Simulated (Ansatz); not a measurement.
**W7S13: nudged elastic band, vacancy jump**

Theory: DFT PBEsol, scalar-relativistic, plane waves, PAW (Ansatz). Settings: plane waves to 420 eV, k-mesh 3×3×3 (Γ-centred), Gaussian smearing 0.05 eV. Spin–orbit coupling is left out, which matters for the heavy elements here. No spin polarisation.

5 inner image(s), climbing default, force tolerance 0.05 eV/Å, at most 60 iterations, fixed cell. The cell carries a charge of +2 e on a uniform background, with no finite-size correction, so the barrier is rough in so small a cell.

Time: 14 min on 4 threads of Arm Neoverse V2, with other jobs on the host, peak memory 3.2 GiB.

Command:
```bash
ansatz run input.yaml --threads 4 --pin off --max-ram 9216MiB --backend cpu --events-out ev --progress --plain --runs-dir out
```

Input:
```yaml
crystal:
  lattice:
    - [4.7214102091, 0.9086358184, 6.3704647762]
    - [-3.1476068061, 3.6345432736, 6.3704647762]
    - [-1.573803403, -4.543179092, 6.3704647762]
  atoms:
    - { symbol: W, position: [0.9968607022, 0.9968607022, 0.9968607022] }
    - { symbol: W, position: [0.2871744622, 0.1384659021, 0.5702106598] }
    - { symbol: W, position: [0.1384659021, 0.5702106598, 0.2871744622] }
    - { symbol: W, position: [0.4364054568, 0.7129692119, 0.8529556106] }
    - { symbol: W, position: [0.5702106598, 0.2871744622, 0.1384659021] }
    - { symbol: W, position: [0.8529556106, 0.4364054568, 0.7129692119] }
    - { symbol: W, position: [0.7129692119, 0.8529556106, 0.4364054568] }
    - { symbol: S, position: [0.7503829778, 0.7503829778, 0.7503829778] }
    - { symbol: S, position: [0.0297882137, 0.8927279144, 0.3181249422] }
    - { symbol: S, position: [0.8927279144, 0.3181249422, 0.0297882137] }
    - { symbol: S, position: [0.1745717992, 0.4603667443, 0.6072589195] }
    - { symbol: S, position: [0.3181249422, 0.0297882137, 0.8927279144] }
    - { symbol: S, position: [0.6072589195, 0.1745717992, 0.4603667443] }
    - { symbol: S, position: [0.4603667443, 0.6072589195, 0.1745717992] }
    - { symbol: S, position: [0.8628579618, 0.7250335038, 0.1648609245] }
    - { symbol: S, position: [0.7250335038, 0.1648609245, 0.8628579618] }
    - { symbol: S, position: [0.0064315862, 0.3024112927, 0.4452327315] }
    - { symbol: S, position: [0.1648609245, 0.8628579618, 0.7250335038] }
    - { symbol: S, position: [0.4452327315, 0.0064315862, 0.3024112927] }
    - { symbol: S, position: [0.3024112927, 0.4452327315, 0.0064315862] }
total_charge: 2
basis:
  ecutwfc: 420
kpoints:
  mp_grid: { grid: [3, 3, 3] }
hamiltonian:
  xc: pbesol
scf:
  occupations: { method: gaussian, width: 0.05 }
output:
  forces: true
neb:
  images: 5
  f_tol: 0.05
  max_iterations: 60
  order_check: false
  final_atoms:
    - { symbol: W, position: [1.0019127211, 1.0019127211, 1.0019127211] }
    - { symbol: W, position: [0.2888905055, 0.1397220577, 0.571440102] }
    - { symbol: W, position: [0.1397220577, 0.571440102, 0.2888905055] }
    - { symbol: W, position: [0.4337816352, 0.7098138116, 0.8499903569] }
    - { symbol: W, position: [0.571440102, 0.2888905055, 0.1397220577] }
    - { symbol: W, position: [0.8499903569, 0.4337816352, 0.7098138116] }
    - { symbol: W, position: [0.7098138116, 0.8499903569, 0.4337816352] }
    - { symbol: S, position: [0.5815233874, 0.5815233874, 0.5815233874] }
    - { symbol: S, position: [0.0260472969, 0.8882850197, 0.328841121] }
    - { symbol: S, position: [0.8882850197, 0.328841121, 0.0260472969] }
    - { symbol: S, position: [0.1693580454, 0.4645930496, 0.6077422663] }
    - { symbol: S, position: [0.328841121, 0.0260472969, 0.8882850197] }
    - { symbol: S, position: [0.6077422663, 0.1693580454, 0.4645930496] }
    - { symbol: S, position: [0.4645930496, 0.6077422663, 0.1693580454] }
    - { symbol: S, position: [0.8679371069, 0.7311577947, 0.1566812973] }
    - { symbol: S, position: [0.7311577947, 0.1566812973, 0.8679371069] }
    - { symbol: S, position: [0.0117974546, 0.2972172933, 0.4444046459] }
    - { symbol: S, position: [0.1566812973, 0.8679371069, 0.7311577947] }
    - { symbol: S, position: [0.4444046459, 0.0117974546, 0.2972172933] }
    - { symbol: S, position: [0.2972172933, 0.4444046459, 0.0117974546] }
```

Output (its end):
```
...
    - { symbol: W, position: [0.5647206176936072, 0.29824589891246006, 0.13422596497694608] }
    - { symbol: W, position: [0.8962897136841961, 0.37898196396048034, 0.7234343391608327] }
    - { symbol: W, position: [0.7234343565706616, 0.8962897004896113, 0.37898197387836086] }
    - { symbol: S, position: [0.6663945478376501, 0.6663945623058353, 0.6663945811445827] }
    - { symbol: S, position: [0.039231622367111696, 0.8933801685165175, 0.31994688332349985] }
    - { symbol: S, position: [0.8933801624206277, 0.3199469014764036, 0.039231610879061796] }
    - { symbol: S, position: [0.1895804367779362, 0.452411220205307, 0.6099851490156212] }
    - { symbol: S, position: [0.31994688491364187, 0.039231635247908514, 0.8933801647935333] }
    - { symbol: S, position: [0.6099851562373736, 0.1895804277012611, 0.45241122395390493] }
    - { symbol: S, position: [0.4524112259151893, 0.6099851450749691, 0.18958044450654438] }
    - { symbol: S, position: [0.8688234082865327, 0.7239242754443009, 0.15037584143845356] }
    - { symbol: S, position: [0.7239242690851121, 0.15037584490429096, 0.8688234027601277] }
    - { symbol: S, position: [0.01930048695850503, 0.283129839227105, 0.44128576148974613] }
    - { symbol: S, position: [0.15037584263071818, 0.8688234084140161, 0.7239242738236699] }
    - { symbol: S, position: [0.4412857783644397, 0.019300472531982277, 0.2831298467563782] }
    - { symbol: S, position: [0.2831298514405367, 0.441285770120562, 0.019300476418283502] }
```

The calculation finished and met its thresholds.

Final band:

| image | s (Å) | ΔE (eV) |
| --- | --- | --- |
| 0 | 0.000 | 0.000 |
| 1 | 0.613 | 0.363 |
| 2 | 1.226 | 1.220 |
| 3 | 1.839 | 2.667 |
| 4 | 2.458 | 1.216 |
| 5 | 3.077 | 0.348 |
| 6 | 3.696 | -0.019 |

Highest image over the start 2.667 eV, over the end 2.686 eV. The order of the saddle wasn't checked, and a path that keeps a symmetry can read too high.

By iteration:

```
iteration largest band force component (eV/Å) highest image (eV)
        1                               25.720              15.733
        2                               10.124               5.806
        3                                4.100               3.313
        4                                0.823               2.705
        5                                0.261               2.668
        6                                0.060               2.668
        7                                0.025               2.667
```

Images of the last band (Å, true forces in eV/Å):

```xyz
20
Lattice="4.721 0.909 6.370 -3.148 3.635 6.370 -1.574 -4.543 6.370" Properties=species:S:1:pos:R:3:forces:R:3 pbc="T T T" image=0 dE_eV=0.0000
W     0.000    0.000   19.051    0.000    0.000    0.001
W     0.023   -1.826    6.344    0.000   -0.001    0.001
W    -1.593    0.894    6.344   -0.001    0.001    0.001
W    -1.526   -0.887   12.756   -0.002    0.000    0.000
W     1.570    0.933    6.344    0.001    0.000    0.001
W     1.531   -0.878   12.756    0.001   -0.002    0.000
W    -0.005    1.765   12.756    0.001    0.002    0.000
S     0.000    0.000   14.341    0.000    0.000   -0.001
S    -3.170    1.826    7.903   -0.001    0.000    0.000
S     3.167    1.832    7.903    0.000    0.001    0.000
S    -1.581   -0.927    7.913    0.000    0.000    0.000
S     0.003   -3.658    7.903    0.000   -0.001    0.000
S     1.593   -0.905    7.913    0.000    0.000    0.000
S    -0.013    1.832    7.913    0.000    0.000    0.000
S     1.532    2.670   11.166   -0.002    0.000   -0.001
S     1.546   -2.662   11.166    0.001    0.002   -0.001
S    -1.622   -0.918    4.804   -0.001    0.001    0.000
S    -3.079   -0.008   11.166    0.001   -0.002   -0.001
S     1.606   -0.946    4.804    0.000   -0.001    0.000
S     0.016    1.864    4.804    0.001    0.000    0.000
20
Lattice="4.721 0.909 6.370 -3.148 3.635 6.370 -1.574 -4.543 6.370" Properties=species:S:1:pos:R:3:forces:R:3 pbc="T T T" image=1 dE_eV=0.3630
W     0.000    0.000   19.068    0.000    0.000   -0.060
W     0.055   -1.825    6.350   -0.029   -0.008   -0.041
W    -1.608    0.865    6.350    0.008    0.029   -0.041
W    -1.700   -0.978   12.731    0.144    0.086    0.014
W     1.553    0.960    6.350    0.022   -0.021   -0.041
W     1.697   -0.983   12.731   -0.147    0.082    0.014
W     0.003    1.961   12.731    0.003   -0.168    0.014
S     0.000    0.000   13.879    0.000    0.000    0.593
S    -3.150    1.844    7.937   -0.011    0.016   -0.071
S     3.172    1.806    7.937    0.020    0.002   -0.071
S    -1.527   -0.954    7.937   -0.025    0.009   -0.059
S    -0.022   -3.650    7.937   -0.009   -0.018   -0.071
S     1.590   -0.845    7.937    0.005   -0.026   -0.059
S    -0.063    1.799    7.937    0.020    0.017   -0.059
S     1.570    2.713   11.128   -0.034   -0.031   -0.016
S     1.565   -2.716   11.128   -0.010    0.045   -0.016
S    -1.541   -0.940    4.776   -0.048    0.005   -0.004
S    -3.135    0.003   11.128    0.044   -0.014   -0.016
S     1.585   -0.865    4.776    0.019   -0.044   -0.004
S    -0.043    1.805    4.776    0.028    0.039   -0.004
20
Lattice="4.721 0.909 6.370 -3.148 3.635 6.370 -1.574 -4.543 6.370" Properties=species:S:1:pos:R:3:forces:R:3 pbc="T T T" image=2 dE_eV=1.2205
W     0.000    0.000   19.097    0.000    0.000   -0.107
W     0.080   -1.816    6.360   -0.060   -0.036   -0.070
W    -1.613    0.838    6.360   -0.002    0.070   -0.070
W    -1.826   -1.051   12.694    0.278    0.174   -0.253
W     1.532    0.978    6.360    0.062   -0.034   -0.070
W     1.823   -1.055   12.694   -0.290    0.153   -0.253
W     0.002    2.107   12.694    0.012   -0.328   -0.253
S     0.000    0.000   13.333    0.000    0.000    2.172
S    -3.141    1.829    7.972   -0.038    0.002   -0.125
S     3.155    1.806    7.972    0.021    0.032   -0.125
S    -1.505   -0.962    7.963   -0.064   -0.023   -0.143
S    -0.014   -3.635    7.972    0.017   -0.034   -0.125
S     1.585   -0.823    7.963    0.052   -0.044   -0.143
S    -0.080    1.784    7.963    0.012    0.067   -0.143
S     1.600    2.740   11.116    0.054    0.012   -0.059
S     1.573   -2.756   11.116   -0.016   -0.052   -0.059
S    -1.498   -0.943    4.754   -0.015    0.059   -0.039
S    -3.173    0.015   11.116   -0.037    0.040   -0.059
S     1.566   -0.826    4.754   -0.043   -0.042   -0.039
S    -0.068    1.769    4.754    0.058   -0.016   -0.039
20
Lattice="4.721 0.909 6.370 -3.148 3.635 6.370 -1.574 -4.543 6.370" Properties=species:S:1:pos:R:3:forces:R:3 pbc="T T T" image=3 dE_eV=2.6670
W     0.000    0.000   19.101    0.000    0.000   -0.002
W     0.097   -1.807    6.353    0.002   -0.005    0.014
W    -1.613    0.819    6.353   -0.006    0.001    0.014
W    -1.898   -1.098   12.733    0.011    0.003   -0.024
W     1.516    0.987    6.353    0.004    0.004    0.014
W     1.900   -1.095   12.733   -0.008    0.008   -0.024
W    -0.002    2.193   12.733   -0.003   -0.011   -0.024
S     0.000    0.000   12.736    0.000    0.000   -0.011
S    -3.130    1.829    7.979    0.006   -0.005    0.002
S     3.149    1.796    7.979   -0.007   -0.003    0.002
S    -1.489   -0.955    7.976   -0.001    0.003    0.002
S    -0.019   -3.625    7.979    0.001    0.008    0.002
S     1.571   -0.812    7.976   -0.003   -0.002    0.002
S    -0.082    1.767    7.976    0.003   -0.001    0.002
S     1.587    2.737   11.105   -0.005    0.005    0.010
S     1.577   -2.743   11.105    0.007    0.002    0.010
S    -1.495   -0.958    4.738   -0.008   -0.001   -0.001
S    -3.164    0.005   11.105   -0.002   -0.007    0.010
S     1.577   -0.815    4.738    0.005   -0.006   -0.001
S    -0.083    1.773    4.738    0.003    0.007   -0.001
20
Lattice="4.721 0.909 6.370 -3.148 3.635 6.370 -1.574 -4.543 6.370" Properties=species:S:1:pos:R:3:forces:R:3 pbc="T T T" image=4 dE_eV=1.2160
W     0.000    0.000   19.105    0.000    0.000    0.111
W     0.080   -1.816    6.348   -0.058   -0.038    0.083
W    -1.613    0.839    6.348   -0.004    0.069    0.083
W    -1.826   -1.051   12.768    0.274    0.173    0.223
W     1.533    0.977    6.348    0.062   -0.031    0.083
W     1.823   -1.056   12.768   -0.287    0.151    0.223
W     0.003    2.107   12.768    0.012   -0.324    0.223
S     0.000    0.000   12.132    0.000    0.000   -2.166
S    -3.117    1.830    7.970    0.051    0.002    0.065
S     3.144    1.785    7.970   -0.024   -0.045    0.065
S    -1.493   -0.940    7.960   -0.019    0.058    0.042
S    -0.026   -3.615    7.970   -0.028    0.043    0.065
S     1.561   -0.823    7.960   -0.041   -0.045    0.042
S    -0.068    1.763    7.960    0.059   -0.013    0.042
S     1.577    2.740   11.113   -0.035    0.013    0.130
S     1.585   -2.736   11.113    0.029    0.024    0.130
S    -1.510   -0.964    4.749   -0.062   -0.019    0.142
S    -3.162   -0.005   11.113    0.006   -0.037    0.130
S     1.590   -0.826    4.749    0.048   -0.044    0.142
S    -0.080    1.790    4.749    0.014    0.063    0.142
20
Lattice="4.721 0.909 6.370 -3.148 3.635 6.370 -1.574 -4.543 6.370" Properties=species:S:1:pos:R:3:forces:R:3 pbc="T T T" image=5 dE_eV=0.3483
W     0.000    0.000   19.135    0.000    0.000    0.062
W     0.054   -1.824    6.359   -0.028   -0.009    0.043
W    -1.607    0.865    6.359    0.006    0.029    0.043
W    -1.699   -0.978   12.730    0.147    0.086   -0.019
W     1.553    0.959    6.359    0.022   -0.020    0.043
W     1.697   -0.982   12.730   -0.148    0.084   -0.019
W     0.002    1.961   12.730    0.001   -0.171   -0.019
S     0.000    0.000   11.581    0.000    0.000   -0.601
S    -3.149    1.801    7.957   -0.036   -0.035    0.016
S     3.134    1.827    7.957   -0.012    0.049    0.016
S    -1.536   -0.938    7.938   -0.049    0.004    0.006
S     0.015   -3.627    7.957    0.048   -0.014    0.016
S     1.580   -0.861    7.938    0.021   -0.045    0.006
S    -0.045    1.799    7.938    0.028    0.040    0.006
S     1.569    2.754   11.150   -0.010    0.017    0.073
S     1.601   -2.736   11.150    0.019    0.000    0.073
S    -1.530   -0.956    4.775   -0.023    0.010    0.059
S    -3.170   -0.019   11.150   -0.009   -0.017    0.073
S     1.593   -0.848    4.775    0.003   -0.025    0.059
S    -0.062    1.803    4.775    0.021    0.015    0.059
20
Lattice="4.721 0.909 6.370 -3.148 3.635 6.370 -1.574 -4.543 6.370" Properties=species:S:1:pos:R:3:forces:R:3 pbc="T T T" image=6 dE_eV=-0.0188
W     0.000    0.000   19.148    0.000    0.000   -0.001
W     0.025   -1.826    6.371    0.001    0.001   -0.001
W    -1.594    0.891    6.371    0.000   -0.001   -0.001
W    -1.524   -0.888   12.700   -0.001   -0.001    0.001
W     1.569    0.934    6.371   -0.001    0.000   -0.001
W     1.531   -0.876   12.700    0.002    0.000    0.001
W    -0.007    1.764   12.700   -0.001    0.002    0.001
S     0.000    0.000   11.114    0.000    0.000   -0.001
S    -3.191    1.758    7.920   -0.001   -0.001    0.000
S     3.118    1.884    7.920    0.000    0.001    0.000
S    -1.619   -0.919    7.910   -0.001    0.000    0.000
S     0.073   -3.642    7.920    0.001    0.000    0.000
S     1.605   -0.943    7.910    0.000   -0.001    0.000
S     0.014    1.862    7.910    0.001    0.001    0.000
S     1.550    2.734   11.185    0.000    0.000    0.000
S     1.593   -2.709   11.185    0.000    0.000    0.000
S    -1.579   -0.928    4.800    0.000    0.000    0.000
S    -3.143   -0.025   11.185    0.000    0.000    0.000
S     1.593   -0.904    4.800    0.000    0.000    0.000
S    -0.014    1.832    4.800    0.000    0.000    0.000
```